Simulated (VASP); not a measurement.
The system is Sn.

```
Sn
1.0
     0.00000    3.23334    3.23334
     3.23334    0.00000    3.23334
     3.23334    3.23334    0.00000
Sn
2
Direct
  0.75000 0.75000 0.75000
  0.50000 0.50000 0.50000
```

This isn't the form of Sn at room conditions, which is tetragonal (white tin).

```yaml
Program: VASP 6.6.1
Task: relaxation of cell and atoms
Functional: PBE
Potentials_or_basis: VASP PAW PBE potentials, release 64 (Sn_d)
Cutoff: 600 eV
k_mesh: 6 × 6 × 6
Occupations: fermi-dirac, width 0.05 eV
Spin: no spin polarisation
```

At the start: pressure 3.9 GPa; volume 33.80 Å³/atom.

Task: How do energy, volume and symmetry change on relaxing?

Result: Over 3 steps the energy falls by 33.8 meV/atom and the volume is 36.85 Å³/atom (+9.0 %); space group Fd-3m (No. 227, to 0.05 Å).

Step by step:
| step | energy change (eV) | largest force (eV/Å) | pressure (GPa) | volume (Å³) |
| --- | --- | --- | --- | --- |
| 1 | 0.0000 | 0.0000 | 3.85 | 67.61 |
| 2 | -0.0610 | 0.0000 | -0.94 | 75.87 |
| 3 | -0.0675 | 0.0000 | 0.02 | 73.71 |

Final structure:
```
Sn
1.0
     0.00000    3.32783    3.32783
     3.32783    0.00000    3.32783
     3.32783    3.32783    0.00000
Sn
2
Cartesian
  4.9918 4.9918 4.9918
  3.3278 3.3278 3.3278
```
